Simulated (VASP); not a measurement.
# O2C in VASP: notebook

One molecule, O2C, is run at these levels: PBE+D3; tasks: relaxation of the atoms, vibrations by finite differences.

Program: VASP 6.6.1. These are calculated values, not measurements. Logs are shortened: lines on timing, memory, paths and dates and some standing lists are left out, and cuts for length are marked.

## Step 1: The molecule as given

The cell holds a molecule in a box, 3 atoms: a = 12.155 Å, b = 12.655 Å, c = 13.155 Å, α = 90.00°, β = 90.00°, γ = 90.00°.

## Step 2: Relaxation of the atoms, PBE+D3

The input, INCAR:

```
SYSTEM = CO2
PREC = Accurate
ENCUT = 400
EDIFF = 1E-6
ISMEAR = 0
SIGMA = 0.01
LREAL = .FALSE.
LASPH = .TRUE.
NELM = 60
ALGO = Fast
ISIF = 2
LWAVE = .FALSE.
LCHARG = .FALSE.
GGA = PE
IVDW = 11
IBRION = 2
NSW = 120
EDIFFG = -0.03
ISYM = 0
```

The input, KPOINTS:

```
Automatic mesh
0
G
  1 1 1
  0 0 0
```

The input, POSCAR:

```
CO2
1.0
   12.1554342666      0.0000000000      0.0000000000
    0.0000000000     12.6554342666      0.0000000000
    0.0000000000      0.0000000000     13.1554342666
O C
2 1
Selective dynamics
Direct
    0.4862752546      0.5649009670      0.4370815809  F F F
    0.5137244403      0.4430003210      0.5629181160  T T T
    0.5000003051      0.5039513278      0.5000003031  T T T
```

Potentials or basis: VASP PAW PBE potentials, release 64 (O, C).

Command:

```sh
$ cat potpaw_PBE.64/O/POTCAR potpaw_PBE.64/C/POTCAR > POTCAR
$ mpirun -np 1 vasp_gam > vasp.out
```

OUTCAR:

```text
SYSTEM = CO2
   PREC = Accurate
   ENCUT = 400
   EDIFF = 1E-6
   ISMEAR = 0
   LREAL = .FALSE.
   LASPH = .TRUE.
   NELM = 60
   ISIF = 2
   GGA = PE
   IVDW = 11
   IBRION = 2
   NSW = 120
   EDIFFG = -0.03
   ISYM = 0
 IVDW          = 11

 ion  position               nearest neighbor table
   1  0.486  0.565  0.437-   3 1.14
   2  0.514  0.443  0.563-   3 1.14
   3  0.500  0.504  0.500-   1 1.14   2 1.14

IMPORTANT INFORMATION: All symmetrisations will be switched off!
NOSYMM: (Re-)initialisation of all symmetry stuff for point group C_1.

----------------------------------------------------------------------------------------

                                     Primitive cell

  volume of cell :    2023.7307

  direct lattice vectors                    reciprocal lattice vectors
    12.155434267  0.000000000  0.000000000     0.082267731  0.000000000  0.000000000
     0.000000000 12.655434267  0.000000000     0.000000000  0.079017439  0.000000000
     0.000000000  0.000000000 13.155434267     0.000000000  0.000000000  0.076014214

  length of vectors
    12.155434267 12.655434267 13.155434267     0.082267731  0.079017439  0.076014214

  position of ions in fractional coordinates (direct lattice)
     0.486275255  0.564900967  0.437081581
     0.513724440  0.443000321  0.562918116
     0.500000305  0.503951328  0.500000303

  ion indices of the primitive-cell ions
   primitive index   ion index
                 1           1
                 2           2
                 3           3

----------------------------------------------------------------------------------------

 KPOINTS: Automatic mesh

Automatic generation of k-mesh.
 Grid dimensions read from file:
 generate k-points for:    1    1    1

 Generating k-lattice:

  Cartesian coordinates                     Fractional coordinates (reciprocal lattice)
     0.082267731  0.000000000  0.000000000     1.000000000  0.000000000  0.000000000
     0.000000000  0.079017439  0.000000000     0.000000000  1.000000000  0.000000000
     0.000000000  0.000000000  0.076014214     0.000000000  0.000000000  1.000000000

  Length of vectors
     0.082267731  0.079017439  0.076014214

  Shift w.r.t. Gamma in fractional coordinates (k-lattice)
     0.000000000  0.000000000  0.000000000

 Subroutine IBZKPT returns following result:
 ===========================================

 Found      1 irreducible k-points:

 Following reciprocal coordinates:
            Coordinates               Weight
  0.000000  0.000000  0.000000      1.000000
   k-points           NKPTS =      1   k-points in BZ     NKDIM =      1   number of bands    NBANDS=     12
   number of dos      NEDOS =    301   number of ions     NIONS =      3
   total plane-waves  NPLWV = 604800
   dimension x,y,z NGX =    80 NGY =   84 NGZ =   90
   dimension x,y,z NGXF=   160 NGYF=  168 NGZF=  180
   ions per type =               2   1
   NGX,Y,Z   is equivalent  to a cutoff of  10.94, 11.03, 11.37 a.u.
   NGXF,Y,Z  is equivalent  to a cutoff of  21.88, 22.07, 22.75 a.u.
 SYSTEM =  CO2
   PREC   = accura    normal or accurate (medium, high low for compatibility)
   ISTART =      0    job   : 0-new  1-cont  2-samecut
   ICHARG =      2    charge: 1-file 2-atom 10-const
   ISPIN  =      1    spin polarized calculation?
   LNONCOLLINEAR =      F non collinear calculations
   LSORBIT =      F    spin-orbit coupling
   LASPH  =      T    aspherical Exc in radial PAW
   ENCUT  =  400.0 eV  29.40 Ry    5.42 a.u.  19.82 20.64 21.45*2*pi/ulx,y,z
   NELM   =     60;   NELMIN=  2; NELMDL= -5     # of ELM steps
   EDIFF  = 0.1E-05   stopping-criterion for ELM
   LREAL  =      F    real-space projection
   EDIFFG = -.3E-01   stopping-criterion for IOM
   NSW    =    120    number of steps for IOM
   IBRION =      2    ionic relax: 0-MD 1-quasi-New 2-CG
   NFREE  =      1    steps in history (QN), initial steepest desc. (CG)
   ISIF   =      2    stress and relaxation
   ISYM   =      0    0-nonsym 1-usesym 2-fastsym
   POTIM  = 0.5000    time-step for ionic-motion
   TEBEG  =    0.0;   TEEND  =   0.0 temperature during run
   PSTRESS=    0.0 pullay stress
   NELECT =      16.0000    total number of electrons
   NUPDOWN=      -1.0000    fix difference up-down
   EMIN   =  10.00;   EMAX   =-10.00  energy-range for DOS
   EFERMI =   0.00;   METHOD = LEGACY
   ISMEAR =     0;   SIGMA  =   0.01  broadening in eV -4-tet -1-fermi 0-gaus
   EFERMI_NEDOS =   21; number of points for ismear=-14 and -15
   IALGO  =     68    algorithm
   IMIX   =      4    mixing-type and parameters
     AMIX     =   0.40;   BMIX     =  1.00
     AMIX_MAG =   1.60;   BMIX_MAG =  1.00
  volume/ion in A,a.u.               =     674.58      4552.27
  Fermi-wavevector in a.u.,A,eV,Ry     =   0.326135  0.616306  1.447170  0.106364
  Thomas-Fermi vector in A             =   1.217734
   LORBIT       =      0    0 simple, 1 ext, 2 COOP (PROOUT), +10 PAW based schemes
   GGA     = PE    functional components
   LHFCALC =     F    Hartree Fock is set to
   AEXX    =    0.0000 exact exchange contribution
   IVDW    =    11    specifies the selected vdW correction
   LEPSILON=     F    determine dielectric tensor
   LRPA    =     F    only Hartree local field effects (RPA)
 conjugate gradient relaxation of ions
 non-spin polarized calculation
 RMM-DIIS sequential band-by-band and
 Gauss-broadening in eV      SIGMA  =   0.01
  energy-cutoff  :      400.00
  volume of cell :     2023.73
 maximum number of plane-waves:     18401
 NGX is ok and might be reduce to    80
   NGX = 39   NGY = 41   NGZ = 43

--------------------------------------- Ionic step        1  -------------------------------------------

 number of electron      16.0000005 magnetization

 Free energy of the ion-electron system (eV)
  ---------------------------------------------------
  ext. energy  EPLUGINS =         0.00000000
  ---------------------------------------------------
  free energy    TOTEN  =       -22.87996222 eV

  energy without entropy =      -22.87996222  energy(sigma->0) =      -22.87996222

------------------------ aborting loop because EDIFF is reached ----------------------------------------

 Edisp (eV)   -0.00210

 E8    (eV) :    -0.0018
[... 237 lines left out ...]
--------------------------------------- Ionic step        7  -------------------------------------------

 number of electron      15.9999996 magnetization

 Free energy of the ion-electron system (eV)
  ---------------------------------------------------
  ext. energy  EPLUGINS =         0.00000000
  ---------------------------------------------------
  free energy    TOTEN  =       -23.00045109 eV

  energy without entropy =      -23.00045109  energy(sigma->0) =      -23.00045109

 E-fermi :  -8.9005     XC(G=0):  -0.3957

 val. band max:       -8.9885070137   @ k =   0.0000   0.0000   0.0000
 cond. band min:      -0.9458820603   @ k =   0.0000   0.0000   0.0000
 fundamental gap:      8.0426249534
 Fermi energy:        -8.9005277565

 k-point     1 :       0.0000    0.0000    0.0000
  band No.  band energies     occupation
      1     -29.0738      2.00000
      2     -28.0647      2.00000
      3     -13.7125      2.00000
      4     -12.5519      2.00000
      5     -12.5517      2.00000
      6     -12.5219      2.00000
      7      -8.9887      2.00000
      8      -8.9885      2.00000
      9      -0.9459      0.00000
     10      -0.5131      0.00000
     11      -0.5124      0.00000
     12       0.2514      0.00000
[... 32 lines left out ...]
  FREE ENERGIE OF THE ION-ELECTRON SYSTEM (eV)
  ---------------------------------------------------
  free  energy   TOTEN  =       -23.0030101967 eV

  energy  without entropy=      -23.0030101967  energy(sigma->0) =      -23.00301020

 reached required accuracy - stopping structural energy minimisation
```

Run time: 6.4 min. Hardware: 1 thread of Intel Xeon Platinum 8488C (Sapphire Rapids), shared host; peak memory 1.2 GiB.

What came out:

```
Free energy                     : -23.0030 eV
Energy gained by relaxing       : 40.3 meV/atom
Ionic steps                     : 7
Gap between the frontier levels : 8.04 eV
Dispersion energy per atom      : -0.001 eV
```

Step by step:
| step | energy change (eV) | largest force (eV/Å) | pressure (GPa) |
| --- | --- | --- | --- |
| 1 | 0.0000 | 3.7932 | 0.12 |
| 2 | 0.6713 | 11.0303 | -0.32 |
| 3 | -0.0643 | 3.6817 | -0.01 |
| 4 | -0.0207 | 3.9066 | -0.25 |
| 5 | -0.1206 | 0.2692 | -0.12 |
| 6 | -0.1184 | 0.7105 | -0.09 |
| 7 | -0.1209 | 0.0092 | -0.11 |

Final structure:
```xyz
3
Lattice="12.1554 0.0000 0.0000 0.0000 12.6554 0.0000 0.0000 0.0000 13.1554" Properties=species:S:1:pos:R:3 pbc="T T T"
O     5.9109    7.1491    5.7500
O     6.2542    5.5616    7.4535
C     6.0826    6.3553    6.6018
```

Levels at points of the mesh, in eV from the valence-band top:
```
           k point  band 6  band 7  band 8  band 9  band 10  band 11
(0.00, 0.00, 0.00)   -3.53    0.00    0.00    8.04     8.48     8.48
```

Caveat: the cutoff is under 1.25 times the usual one of these potentials, so pressure, stress and relaxed cells hold a basis-set (Pulay) error; the standard files for N, O and F lose accuracy on very short bonds.

## Step 3: Vibrations by finite differences, PBE+D3

The input, INCAR:

```
PREC = Accurate
ENCUT = 400
EDIFF = 1E-7
ISMEAR = 0
SIGMA = 0.01
LREAL = F
LASPH = T
NELM = 60
ALGO = Fast
ISIF = 2
LWAVE = F
LCHARG = F
GGA = PE
IVDW = 11
IBRION = 5
NFREE = 2
POTIM = 0.015
NSW = 1
ISYM = 0
```

The input, KPOINTS:

```
Automatic mesh
0
Gamma
  1 1 1
```

The input, POSCAR:

```
CO2                                     
1.0
   12.1554342666      0.0000000000      0.0000000000
    0.0000000000     12.6554342666      0.0000000000
    0.0000000000      0.0000000000     13.1554342666
  O               C             
     2     1
Selective dynamics
Direct
0.4862752546000024  0.5649009669999998  0.4370815808999993  T T T
0.5145210903906839  0.4394600162456647  0.5665706630270171  T T T
0.5003988834081626  0.5021791332147827  0.5018306589307859  T T T
```

Potentials or basis: VASP PAW PBE potentials, release 64 (O, C).

Command:

```sh
$ cat potpaw_PBE.64/O/POTCAR potpaw_PBE.64/C/POTCAR > POTCAR
$ mpirun -np 1 vasp_gam > vasp.out
```

Wall time 18 min (1 thread of Intel Xeon Platinum 8488C (Sapphire Rapids), shared host); peak memory 1.2 GiB.

Results (log left out):

- Highest phonon frequency at Γ, LO-TO splitting left out: 2358 cm⁻¹
- Most unstable mode: 28i cm⁻¹
- Dispersion energy per atom: -0.001 eV

Phonon frequencies in cm⁻¹ (negative: imaginary):
```
              q point                      frequencies
(0.000, 0.000, 0.000)  -28 -4 0 9 11 630 632 1316 2358
```

Caveat: the cutoff is under 1.25 times the usual one of these potentials, so pressure, stress and relaxed cells hold a basis-set (Pulay) error; some modes are imaginary; the standard files for N, O and F lose accuracy on very short bonds.
